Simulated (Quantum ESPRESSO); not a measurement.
CoO in Quantum ESPRESSO: the effect of functional

The system is CoO.

```
Co O
1.0
    -1.42815   -2.47363    0.00000
    -4.28445    2.47363    0.00000
     0.00000    0.00000   -2.78761
Co O
2 2
Direct
  0.00000 0.00000 0.00000
  0.50000 0.50000 0.00000
  0.50000 0.83333 0.50000
  0.00000 0.33333 0.50000
```

Measurements of this composition are mostly on another form, of space group No. 225.

Alike in all runs:

```yaml
Program: Quantum ESPRESSO 7.5
Task: single point
Potentials_or_basis: SPMS 1.0 PBE
Cutoff: 1197 eV
Density_cutoff: 4789 eV
k_mesh: 4 × 3 × 5
Occupations: gaussian, width 0.05 eV
Spin: collinear spin, antiferromagnetic start
Starting_moments: "[3.0, 0.0, -3.0, -0.0] μB"
Hubbard_terms: Co d U = 2 eV
```

```csv
functional,gap on the mesh (eV),pressure (GPa),largest force (eV/Å)
LDA,none,-20.8,0.10
PBEsol,0.37,-10.8,0.17
revPBE,0.65,3.1,0.18
RPBE,0.68,4.9,0.18
PW91,?,?,?
```

Question: What does the run with functional PW91 give?

Answer: gap on the mesh 0.57 eV; pressure -2.5 GPa; largest force 0.18 eV/Å.

Caveats: all runs use coarse meshes; the potentials were made for another functional, which shifts forces and pressure; an odd mesh through Γ misses points on the zone boundary, where band edges often lie (some runs).

A gap of «none» marks a metal or a gap under the smearing width.

Runs at the PBE level aren't shown here.
